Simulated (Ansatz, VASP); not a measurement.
## Ru: VASP beside Ansatz

```
Ru
1.0
     2.65994    0.00000    0.00000
    -1.32997    2.30357    0.00000
     0.00000    0.00000    2.45358
Ru
1
Direct
  0.00000 0.00000 0.00000
```

Alike in both runs: functional PBE; k mesh 24 × 24 × 22; occupations gaussian, width 0.1 eV; no spin polarisation.

Ansatz relaxed the structure, and its values are those at the end. VASP's run is a single point on that final structure, the one shown.

|  | VASP | Ansatz |
| --- | --- | --- |
| version | VASP 6.6.1 | Ansatz 0.2.0 |
| potentials or method | VASP PAW PBE potentials, release 64 (Ru_pv) | scalar-relativistic, plane waves, PAW |
| plane-wave cutoff (eV) | 520 | 420 |
| valence electrons in the cell | 14 | 16 |

|  | VASP | Ansatz | Ansatz less VASP |
| --- | --- | --- | --- |
| gap on the k mesh at the Fermi level (eV) | none | none | - |
| pressure (GPa) | 0.0 | 0.0 | +0.04 |

A gap of «none» marks a metal or a gap that the smearing closes. The functional is the same, so the differences come from potentials, cutoffs and numerics. The two sets of potentials don't hold the same shells in valence.
